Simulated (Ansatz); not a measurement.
Nudged elastic band run: Be16H

Input:

```yaml
crystal:
  lattice:
    - [-2.29, -3.966396, 0.0]
    - [3.435, -1.983198, 0.0]
    - [0.0, 0.0, 7.17686]
  atoms:
    - { symbol: Be, position: [0.74942784, 0.50060394, -0.00514887] }
    - { symbol: Be, position: [0.4769347, 0.31939365, 0.250239] }
    - { symbol: Be, position: [0.7496042, 0.50076717, 0.50372403] }
    - { symbol: Be, position: [0.49885479, 0.33380078, 0.75088489] }
    - { symbol: Be, position: [0.49889612, 3.58e-06, 0.00209288] }
    - { symbol: Be, position: [0.2494758, 0.82096805, 0.25254005] }
    - { symbol: Be, position: [0.49729482, 2.003e-05, 0.50276143] }
    - { symbol: Be, position: [0.24957822, 0.83240098, 0.75232514] }
    - { symbol: Be, position: [0.24947643, 0.49921256, 0.00034936] }
    - { symbol: Be, position: [0.02222163, 0.31917508, 0.25021943] }
    - { symbol: Be, position: [0.24955998, 0.49907839, 0.50332499] }
    - { symbol: Be, position: [0.00027777, 0.33373866, 0.75093412] }
    - { symbol: Be, position: [-7.761e-05, -8.549e-05, 0.00207332] }
    - { symbol: Be, position: [0.74945338, 0.86743107, 0.25104148] }
    - { symbol: Be, position: [0.0018612, 4.04e-06, 0.50275321] }
    - { symbol: Be, position: [0.74954292, 0.83673839, 0.75157537] }
    - { symbol: H, position: [0.74965473, 0.50199594, 0.27743947] }
basis:
  ecutwfc: 420.0
kpoints:
  mp_grid: { grid: [4, 4, 3] }
hamiltonian:
  xc: lda
scf:
  occupations: { method: gaussian, width: 0.15 }
  lower_state_search: "off"
neb:
  images: 7
  f_tol: 0.05
  initial_path: linear
  max_iterations: 24
  optimiser: fire
  final_atoms:
    - { symbol: Be, position: [0.75034657, 0.49874887, -0.0019306] }
    - { symbol: Be, position: [0.49965454, 0.33165976, 0.24521348] }
    - { symbol: Be, position: [0.77254923, 0.51289898, 0.49893537] }
    - { symbol: Be, position: [0.49946335, 0.33195919, 0.75426378] }
    - { symbol: Be, position: [0.49956097, -0.00415583, -0.00252794] }
    - { symbol: Be, position: [0.24735027, 0.83231122, 0.2463261] }
    - { symbol: Be, position: [0.49967559, -0.03469602, 0.49812169] }
    - { symbol: Be, position: [0.24906036, 0.83244433, 0.747093] }
    - { symbol: Be, position: [0.24877874, 0.49862777, -0.00193465] }
    - { symbol: Be, position: [-0.00032717, 0.333169, 0.24578283] }
    - { symbol: Be, position: [0.22688731, 0.51295224, 0.49893374] }
    - { symbol: Be, position: [-0.00051202, 0.33291861, 0.74873148] }
    - { symbol: Be, position: [-0.00043523, 0.000121, -0.0032779] }
    - { symbol: Be, position: [0.75197889, 0.83230996, 0.24635084] }
    - { symbol: Be, position: [-0.00027606, 0.01128036, 0.496689] }
    - { symbol: Be, position: [0.74987864, 0.83243297, 0.74708201] }
    - { symbol: H, position: [0.49973986, 0.33066686, 0.47221861] }
  order_check: false
```

Run as:

```bash
$ ansatz run input.yaml --threads 1 --pin off --max-ram 3072MiB --backend cpu --events-out ev --progress --plain --runs-dir out
```

Output, in part (warnings, iteration lines):

```
NEB end point (image 0): max|allowed force component| = 1.184e-2 eV/Å (the criterion of neb.relax_end_points is 1.000e-2)
NEB end point (image 8): max|allowed force component| = 1.420e-2 eV/Å (the criterion of neb.relax_end_points is 1.000e-2)
NEB iter   1: max|band force component| = 2.961e0 eV/Å  barrier→ = 1.4090 eV  barrier← = 1.4089 eV  Δτ_max = 0.0525 Å  (54 SCF iters)
NEB iter   2: max|band force component| = 2.037e0 eV/Å  barrier→ = 1.0965 eV  barrier← = 1.0964 eV  Δτ_max = 0.0856 Å  (38 SCF iters)
NEB iter   3: max|band force component| = 1.178e0 eV/Å  barrier→ = 0.8354 eV  barrier← = 0.8354 eV  Δτ_max = 0.0906 Å  (38 SCF iters)
NEB iter   4: max|band force component| = 7.059e-1 eV/Å  barrier→ = 0.8193 eV  barrier← = 0.8193 eV  Δτ_max = 0.0028 Å  (38 SCF iters)
NEB iter   5: max|band force component| = 6.577e-1 eV/Å  barrier→ = 0.8109 eV  barrier← = 0.8109 eV  Δτ_max = 0.0054 Å  (26 SCF iters)
NEB iter   6: max|band force component| = 5.637e-1 eV/Å  barrier→ = 0.7960 eV  barrier← = 0.7960 eV  Δτ_max = 0.0076 Å  (33 SCF iters)
NEB iter   7: max|band force component| = 4.289e-1 eV/Å  barrier→ = 0.7781 eV  barrier← = 0.7780 eV  CI = image 4  Δτ_max = 0.0092 Å  (33 SCF iters)
NEB iter   8: max|band force component| = 2.628e-1 eV/Å  barrier→ = 0.7609 eV  barrier← = 0.7608 eV  CI = image 4  Δτ_max = 0.0098 Å  (35 SCF iters)
NEB iter   9: max|band force component| = 1.835e-1 eV/Å  barrier→ = 0.7480 eV  barrier← = 0.7479 eV  CI = image 4  Δτ_max = 0.0092 Å  (35 SCF iters)
NEB iter  10: max|band force component| = 2.057e-1 eV/Å  barrier→ = 0.7412 eV  barrier← = 0.7411 eV  CI = image 4  Δτ_max = 0.0103 Å  (35 SCF iters)
NEB iter  11: max|band force component| = 2.794e-1 eV/Å  barrier→ = 0.7401 eV  barrier← = 0.7401 eV  CI = image 4  Δτ_max = 0.0016 Å  (35 SCF iters)
NEB iter  12: max|band force component| = 2.612e-1 eV/Å  barrier→ = 0.7391 eV  barrier← = 0.7390 eV  CI = image 4  Δτ_max = 0.0030 Å  (21 SCF iters)
NEB iter  13: max|band force component| = 2.256e-1 eV/Å  barrier→ = 0.7373 eV  barrier← = 0.7372 eV  CI = image 4  Δτ_max = 0.0041 Å  (26 SCF iters)
NEB iter  14: max|band force component| = 1.763e-1 eV/Å  barrier→ = 0.7351 eV  barrier← = 0.7350 eV  CI = image 4  Δτ_max = 0.0048 Å  (26 SCF iters)
NEB iter  15: max|band force component| = 1.240e-1 eV/Å  barrier→ = 0.7329 eV  barrier← = 0.7328 eV  CI = image 4  Δτ_max = 0.0051 Å  (27 SCF iters)
NEB iter  16: max|band force component| = 1.224e-1 eV/Å  barrier→ = 0.7311 eV  barrier← = 0.7310 eV  CI = image 4  Δτ_max = 0.0050 Å  (27 SCF iters)
NEB iter  17: max|band force component| = 1.367e-1 eV/Å  barrier→ = 0.7299 eV  barrier← = 0.7298 eV  CI = image 4  Δτ_max = 0.0049 Å  (27 SCF iters)
NEB iter  18: max|band force component| = 1.695e-1 eV/Å  barrier→ = 0.7291 eV  barrier← = 0.7290 eV  CI = image 4  Δτ_max = 0.0052 Å  (29 SCF iters)
NEB iter  19: max|band force component| = 1.643e-1 eV/Å  barrier→ = 0.7285 eV  barrier← = 0.7284 eV  CI = image 4  Δτ_max = 0.0052 Å  (30 SCF iters)
NEB iter  20: max|band force component| = 1.231e-1 eV/Å  barrier→ = 0.7278 eV  barrier← = 0.7277 eV  CI = image 4  Δτ_max = 0.0066 Å  (30 SCF iters)
NEB iter  21: max|band force component| = 1.252e-1 eV/Å  barrier→ = 0.7269 eV  barrier← = 0.7268 eV  CI = image 4  Δτ_max = 0.0012 Å  (31 SCF iters)
NEB iter  22: max|band force component| = 1.031e-1 eV/Å  barrier→ = 0.7267 eV  barrier← = 0.7266 eV  CI = image 4  Δτ_max = 0.0022 Å  (21 SCF iters)
NEB iter  23: max|band force component| = 6.295e-2 eV/Å  barrier→ = 0.7263 eV  barrier← = 0.7263 eV  CI = image 4  Δτ_max = 0.0028 Å  (22 SCF iters)
NEB iter  24: max|band force component| = 2.970e-2 eV/Å  barrier→ = 0.7261 eV  barrier← = 0.7260 eV  CI = image 4  Δτ_max = 0.0000 Å  (24 SCF iters)
```

The forces met the threshold. The order of the stationary point at the top wasn't checked. Limits of this set-up: coarse k mesh, odd electron count without spin.

Final band (atoms are numbered from 1 in the order of the input):

```
image  path coordinate (Å)  energy (eV)  Be10–H17 (Å)  Be11–H17 (Å)
    0                 0.00         0.00          1.46          2.81
    1                 0.27         0.06          1.48          2.62
    2                 0.53         0.28          1.57          2.41
    3                 0.80         0.58          1.74          2.19
    4                 1.07         0.73          1.96          1.96
    5                 1.34         0.58          2.19          1.74
    6                 1.60         0.27          2.41          1.56
    7                 1.87         0.06          2.62          1.48
    8                 2.14         0.00          2.81          1.46
```

Time of the run: 15 min on 1 thread of Intel(R) Xeon(R) Platinum 8259CL CPU @ 2.50GHz (Skylake/Cascade Lake), on a shared host, peak memory 0.74 GiB.
